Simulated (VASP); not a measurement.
LaB6, 7 atoms in the cell. The typed cell holds 7 atoms: a = 4.127 Å, b = 4.127 Å, c = 4.127 Å, α = 90.00°, β = 90.00°, γ = 90.00°. 

| Quantity | Value |
| --- | --- |
| Program | VASP 6.6.1 |
| Task | single point |
| Functional | PBE |
| Potentials or basis | VASP PAW PBE potentials, release 64 (La, B) |
| Cutoff | 520 eV |
| k mesh | 4 × 4 × 4 |
| Occupations | fermi-dirac, width 0.1 eV |
| Spin | no spin polarisation |
| Dipole correction | no |
| Further INCAR settings | ALGO = Normal; EDIFF = 1e-06; NBANDS = 24 |

Potentials or basis: VASP PAW PBE potentials, release 64 (La, B).

Command:

```sh
$ cat potpaw_PBE.64/La/POTCAR potpaw_PBE.64/B/POTCAR > POTCAR
$ mpirun -np 1 vasp_std > vasp.out
```

Hardware: 1 thread of AMD EPYC 9R45 (Zen 5), with other jobs on the host.

**Question.** Estimate the wall time of this run.

**Answer.** Wall time 43 s on 1 thread of AMD EPYC 9R45 (Zen 5) (shared host), peak memory 0.19 GiB. Counts: scf iterations 15, k points 36.
